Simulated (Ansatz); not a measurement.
## FeSi: single point with PBEsol

Crystal: FeSi.

```xyz
8
Lattice="4.5507 0.0000 0.0000 0.0000 4.5507 0.0000 0.0000 0.0000 4.5507" Properties=species:S:1:pos:R:3 pbc="T T T"
Fe    3.9294    2.8966    1.6541
Fe    2.8966    1.6541    3.9294
Fe    1.6541    3.9294    2.8966
Fe    0.6213    0.6213    0.6213
Si    0.7172    1.5582    2.9925
Si    1.5582    2.9925    0.7172
Si    2.9925    0.7172    1.5582
Si    3.8335    3.8335    3.8335
```

```yaml
Program: Ansatz 0.2.0
Task: single point
Functional: PBEsol
Potentials_or_basis: Ansatz PAW
Cutoff: "420 eV (not typed: the program's choice for these potentials)"
k_mesh: 6 × 6 × 6
Occupations: fermi-dirac, width 0.05 eV
Spin: collinear spin, ferromagnetic start
Starting_moments: "[4.5, 4.5, 4.5, 4.5, 0.0, 0.0, 0.0, 0.0] μB"
```

```json
{"Pressure": "-16.8 GPa", "Largest force": "0.081 eV/Å", "Band gap on the k mesh": "none (metal or under the smearing width)", "Net moment": "3.59 μB per cell", "Absolute moment": "4.42 μB per cell", "Site moments": "Fe +0.98; Si -0.05 μB"}
```

Forces on the atoms (eV/Å):
```
Fe   0.047 -0.047  0.047
Fe  -0.047  0.047  0.047
Fe   0.047  0.047 -0.047
Fe  -0.047 -0.047 -0.047
Si  -0.028  0.028 -0.028
Si   0.028 -0.028 -0.028
Si  -0.028 -0.028  0.028
Si   0.028  0.028  0.028
```

Levels at points of the mesh, in eV from the Fermi level:
Spin up:
| k point | band 39 | band 40 | band 41 | band 42 | band 43 | band 44 | band 45 | band 46 |
| --- | --- | --- | --- | --- | --- | --- | --- | --- |
| (0.00, 0.00, 0.00) | -0.66 | -0.66 | 0.08 | 0.08 | 0.08 | 2.50 | 2.50 | 2.50 |
| (0.00, 0.00, -0.50) | -0.55 | -0.55 | -0.36 | -0.36 | 1.15 | 1.15 | 1.51 | 1.51 |
| (0.00, -0.50, -0.50) | -0.89 | -0.89 | 0.11 | 0.11 | 0.65 | 0.65 | 2.10 | 2.10 |
| (-0.50, -0.50, -0.50) | -1.00 | -1.00 | -0.12 | -0.12 | -0.12 | -0.12 | 5.08 | 5.08 |
Spin down:
```tsv
k point	band 34	band 35	band 36	band 37	band 38	band 39	band 40	band 41	band 42	band 43
(0.00, 0.00, 0.00)	-1.59	-1.59	0.09	0.09	0.09	0.31	0.31	1.09	1.09	1.09
(0.00, 0.00, -0.50)	-1.41	-0.76	-0.76	0.00	0.00	0.33	0.33	0.66	0.66	1.93
(0.00, -0.50, -0.50)	-0.92	-0.76	-0.76	-0.62	-0.62	0.02	0.02	1.01	1.01	1.49
(-0.50, -0.50, -0.50)	-0.37	-0.37	-0.37	-0.24	-0.24	-0.24	-0.24	0.89	0.89	0.89
```

Wall time 13 s on 4 threads of Arm Neoverse V1 (shared host), peak memory 0.46 GiB.

Caveat: the PAW data sets come from PBE, with cores solved anew for the run's functional, which leaves a small shift of forces and pressure.
